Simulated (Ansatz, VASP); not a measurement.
## Cross-check of In2O3 between VASP and Ansatz

One calculation is typed for both programs; each brings its own data sets. How far apart do they land? The cell is taken from a series of runs on this material, whose earlier steps may have relaxed, scaled, displaced or heated it; both programs get it as it stands.

Main program and level: Ansatz 0.2.0; plane waves, with VASP 6.6.1 beside it; single point at HSE06.

**1. Starting point**

The structure is trigonal, space group R-3c (No. 167). The conventional cell has a = 5.377 Å, b = 5.377 Å, c = 14.510 Å, α = 90.00°, β = 90.00°, γ = 120.00°. Nearest to In lie 6 O at 2.09 to 2.22 Å. O has 4 In at 2.09 to 2.22 Å nearest. Farther neighbours and most contacts between anions are not listed.

As a file:

```cif
data_structure
_symmetry_space_group_name_H-M 'R-3c:H'
_symmetry_Int_Tables_number 167
_cell_length_a 5.3773
_cell_length_b 5.3773
_cell_length_c 14.5100
_cell_angle_alpha 90.000
_cell_angle_beta 90.000
_cell_angle_gamma 120.000
_cell_volume 363.35
loop_
_atom_site_label
_atom_site_type_symbol
_atom_site_symmetry_multiplicity
_atom_site_Wyckoff_symbol
_atom_site_fract_x
_atom_site_fract_y
_atom_site_fract_z
_atom_site_occupancy
In1 In 12 c 0.33333 0.66667 0.02346 1
O1 O 18 e 0.29555 0.00000 0.25000 1
```

**2. VASP: single point, HSE06**

A single point gives forces, pressure and levels at one fixed geometry, so differences don't come from the geometry; what else differs is listed under the comparison.

Lines of VASP's logs that name or quote its potential files are left out, and so is its time.

The run reads the wave functions of an earlier VASP run, which isn't shown here.

INCAR reads:

```
SYSTEM = In2O3
PREC = Accurate
ENCUT = 520
EDIFF = 1E-06
NELM = 100
ISMEAR = 0
SIGMA = 0.01
LREAL = .FALSE.
ALGO = Normal
LHFCALC = .TRUE.
AEXX = 0.25
GGA = PE
HFSCREEN = 0.208
LASPH = .TRUE.
NBANDS = 54
PRECFOCK = Fast
LORBIT = 11
LWAVE = .FALSE.
LCHARG = .FALSE.
KPAR = 8
NCORE = 2
ISIF = 2
```

POSCAR reads:

```
In2O3
1.0
    2.6886300000      1.5522812542      4.8366666667
   -2.6886300000      1.5522812542      4.8366666667
    0.0000000000     -3.1045625085      4.8366666667
In O
4 6
Direct
    0.3567947418      0.3567947418      0.3567947418
    0.1432052582      0.1432052582      0.1432052582
    0.6432052582      0.6432052582      0.6432052582
    0.8567947418      0.8567947418      0.8567947418
    0.5455471797      0.9544528203      0.2500000000
    0.2500000000      0.5455471797      0.9544528203
    0.9544528203      0.2500000000      0.5455471797
    0.4544528203      0.0455471797      0.7500000000
    0.7500000000      0.4544528203      0.0455471797
    0.0455471797      0.7500000000      0.4544528203
```

KPOINTS reads:

```
Automatic mesh
0
Gamma
4 4 4
0 0 0
```

The projector-augmented-wave data sets are In_d and O (PBE family, release 64).

On the command line:

```console
> mpirun -np 16 vasp_std
```

Numbers of over 12 decimals in the logs are rounded to 6 here.

The program printed:

```text
[banner, memory and clock lines left out]
running   16 mpi-ranks, on    1 nodes
 distrk:  each k-point on    2 cores,    8 groups
 distr:  one band on    2 cores,    1 groups

 POSCAR found type information on POSCAR InO
 POSCAR found :  2 types and      10 ions
 LDA part: xc-table for (Slater+PW92), standard interpolation
 found WAVECAR, reading the header
 POSCAR, INCAR and KPOINTS ok, starting setup
 FFT: planning ... GRIDC
 FFT: planning ... GRID_SOFT
 FFT: planning ... GRID
 reading WAVECAR
 the WAVECAR file was read successfully
 initial charge from wavefunction
 entering main loop
       N       E                     dE             d eps       ncg     rms          rms(c)
DAV:   1    -0.697497209555E+02   -0.69750E+02   -0.20438E+00  1826   0.107E+01    0.566E+00
DAV:   2    -0.697873326494E+02   -0.37612E-01   -0.17653E-01  1644   0.227E+00    0.707E+00
DAV:   3    -0.697802017535E+02    0.71309E-02   -0.20949E-02  2160   0.810E-01    0.599E+00
DAV:   4    -0.697788705141E+02    0.13312E-02   -0.31871E-03  1896   0.425E-01    0.370E+00
DAV:   5    -0.697783024601E+02    0.56805E-03   -0.36092E-04  2000   0.208E-01    0.224E+00
DAV:   6    -0.697781218119E+02    0.18065E-03   -0.14558E-04  1940   0.982E-02    0.135E+00
DAV:   7    -0.697780680200E+02    0.53792E-04   -0.26003E-05  1848   0.425E-02    0.834E-01
DAV:   8    -0.697780518559E+02    0.16164E-04   -0.98788E-06  1860   0.261E-02    0.505E-01
DAV:   9    -0.697780482384E+02    0.36175E-05   -0.39346E-06  1328   0.155E-02    0.305E-01
DAV:  10    -0.697780476017E+02    0.63663E-06   -0.15000E-06  1108   0.954E-03
   1 F= -.69778048E+02 E0= -.69778048E+02  d E =-.668632E-28
```

Parts of OUTCAR (step 2):

```text
ion  position               nearest neighbor table
   1  0.357  0.357  0.357-   9 2.09   8 2.09  10 2.09   7 2.22   6 2.22   5 2.22   2 3.10   3 3.18
                             3 3.18   3 3.18   2 3.56   2 3.56   2 3.56   4 3.94   4 3.94   4 3.94
   2  0.143  0.143  0.143-  10 2.09   8 2.09   9 2.09   6 2.22   7 2.22   5 2.22   1 3.10   4 3.18
                             4 3.18   4 3.18   1 3.56   1 3.56   1 3.56   3 3.94   3 3.94   3 3.94
   3  0.643  0.643  0.643-   6 2.09   5 2.09   7 2.09  10 2.22   9 2.22   8 2.22   4 3.10   1 3.18
                             1 3.18   1 3.18   4 3.56   4 3.56   4 3.56   2 3.94   2 3.94   2 3.94
   4  0.857  0.857  0.857-   7 2.09   5 2.09   6 2.09   9 2.22  10 2.22   8 2.22   3 3.10   2 3.18
                             2 3.18   2 3.18   3 3.56   3 3.56   3 3.56   1 3.94   1 3.94   1 3.94
   5  0.546  0.954  0.250-   3 2.09   4 2.09   1 2.22   2 2.22
   6  0.250  0.546  0.954-   3 2.09   4 2.09   2 2.22   1 2.22
   7  0.954  0.250  0.546-   4 2.09   3 2.09   1 2.22   2 2.22
   8  0.454  0.046  0.750-   1 2.09   2 2.09   3 2.22   4 2.22
   9  0.750  0.454  0.046-   1 2.09   2 2.09   4 2.22   3 2.22
  10  0.046  0.750  0.454-   2 2.09   1 2.09   3 2.22   4 2.22

  LATTYP: Found a trigonal (rhomboedric) cell.
 ALAT       =     5.7473170100
 COS(alpha) =     0.5623148913

 Subroutine GETGRP returns: Found 12 space group operations
 (whereof  6 operations were pure point group operations)

The static configuration has the point symmetry S_6 .
 The point group associated with its full space group is D_3d.

 Found     13 irreducible k-points:

   k-points           NKPTS =     13   k-points in BZ     NKDIM =     64   number of bands    NBANDS=     54

   dimension x,y,z NGX =    48 NGY =   48 NGZ =   48
   dimension x,y,z NGXF=    96 NGYF=   96 NGZF=   96

   ENCUT  =  520.0 eV  38.22 Ry    6.18 a.u.  10.69 10.69 10.69*2*pi/ulx,y,z

   NELECT =      88.0000    total number of electrons

 k-points in reciprocal lattice and weights: Automatic mesh
   0.00000000  0.00000000  0.00000000       0.016
   0.25000000  0.00000000  0.00000000       0.094
   0.50000000  0.00000000  0.00000000       0.047
   0.25000000  0.25000000  0.00000000       0.094
   0.50000000  0.25000000  0.00000000       0.188
  -0.25000000  0.25000000  0.00000000       0.094
   0.50000000  0.50000000  0.00000000       0.047
   0.25000000  0.25000000  0.25000000       0.031
   0.50000000  0.25000000  0.25000000       0.094
  -0.25000000  0.25000000  0.25000000       0.094
   0.50000000  0.50000000  0.25000000       0.094
  -0.25000000  0.50000000  0.25000000       0.094
   0.50000000  0.50000000  0.50000000       0.016

  exchange ACFDT corr.  =         0.00000000  see jH, gK, PRB 81, 115126

 average (electrostatic) potential at core
       1 -86.2592       2 -86.2592       3 -86.2592       4 -86.2592       5 -61.0583
       6 -61.0583       7 -61.0583       8 -61.0583       9 -61.0583      10 -61.0583

 E-fermi :   5.1131

 k-point     1 :       0.0000    0.0000    0.0000
  band No.  band energies     occupation
    ...
     40       4.4023      2.00000
     41       4.6662      2.00000
     42       4.6662      2.00000
     43       5.0381      2.00000
     44       5.0381      2.00000
     45       8.1003      0.00000
     46      12.4730      0.00000
     47      13.5553      0.00000
     48      14.6669      0.00000
     49      16.1919      0.00000
    ...

 k-point     2 :       0.2500    0.0000    0.0000
  band No.  band energies     occupation
    ...
     40       4.3835      2.00000
     41       4.5330      2.00000
     42       4.6097      2.00000
     43       4.7479      2.00000
     44       4.9326      2.00000
     45       9.6354      0.00000
     46      13.1545      0.00000
     47      13.2056      0.00000
     48      13.9365      0.00000
     49      14.9166      0.00000
    ...

 k-point     3 :       0.5000    0.0000    0.0000
  band No.  band energies     occupation
    ...
     40       3.8878      2.00000
     41       4.2144      2.00000
     42       4.2144      2.00000
     43       4.8735      2.00000
     44       4.8735      2.00000
     45      11.9940      0.00000
     46      11.9940      0.00000
     47      13.0287      0.00000
     48      13.0287      0.00000
     49      15.5606      0.00000
    ...

  Total        9.2250927      9.2250927      5.6129498     -0.0000000     -0.0000000      0.0000000
  in kB      122.0344540    122.0344540     74.2510974     -0.0000000     -0.0000000      0.0000000
  external PRESSURE =     106.1066685 kB  Pullay stress =       0.0000000 kB

  energy-cutoff  :      520.00
  volume of cell :      121.12
      direct lattice vectors                 reciprocal lattice vectors
     2.688630000  1.552281254  4.836666667     0.185968318  0.107368859  0.068917988
    -2.688630000  1.552281254  4.836666667    -0.185968318  0.107368859  0.068917988
     0.000000000 -3.104562508  4.836666667     0.000000000 -0.214737717  0.068917988

 POSITION                                       TOTAL-FORCE (eV/Angst)
 -----------------------------------------------------------------------------------
      0.00000     -0.00000      5.17709         0.000000     -0.000000      0.005504
      0.00000     -0.00000      2.07791         0.000000      0.000000     -0.005504
      0.00000     -0.00000      9.33291         0.000000      0.000000     -0.005504
      0.00000     -0.00000     12.43209         0.000000     -0.000000      0.005504
     -1.09940      1.55228      8.46417         0.089424      0.000000      0.000000
     -0.79462     -1.72825      8.46417        -0.044712      0.077444     -0.000000
      1.89401      0.17596      8.46417        -0.044712     -0.077444     -0.000000
      1.09940     -1.55228      6.04583        -0.089424      0.000000      0.000000
      0.79462      1.72825      6.04583         0.044712     -0.077444     -0.000000
     -1.89401     -0.17596      6.04583         0.044712      0.077444     -0.000000
 -----------------------------------------------------------------------------------
    total drift:                                0.000002     -0.000000     -0.000000

  FREE ENERGIE OF THE ION-ELECTRON SYSTEM (eV)
  ---------------------------------------------------
  free  energy   TOTEN  =       -69.7780476017 eV

  energy  without entropy=      -69.7780476017  energy(sigma->0) =      -69.77804760

 total charge
# of ion       s       p       d       tot
------------------------------------------
    1        0.636   0.704  10.113  11.453
    2        0.636   0.704  10.113  11.453
    3        0.636   0.704  10.113  11.453
    4        0.636   0.704  10.113  11.453
    5        1.564   3.518   0.000   5.082
    6        1.564   3.518   0.000   5.082
    7        1.564   3.518   0.000   5.082
    8        1.564   3.518   0.000   5.082
    9        1.564   3.518   0.000   5.082
   10        1.564   3.518   0.000   5.082
--------------------------------------------------
tot         11.929  23.924  40.450  76.303

[... 3 further parts left out ...]
```

The run ends at a pressure of 10.61 GPa, with forces up to 0.089 eV/Å.

(Part 1 of 2 ends here.)

[Lines on the potential files, build, host, timing and source positions are cut from VASP's logs without a mark.]

[Logs are printed without paths, hosts, clocks, repeated set-up lines and the standing remarks that a program may print on its own settings, such as how far it seeks lower states.]

[Hosts, paths, dates, database ids (printed as entryN), source tags and the programs' standing remarks are cut or masked in the printed files.]
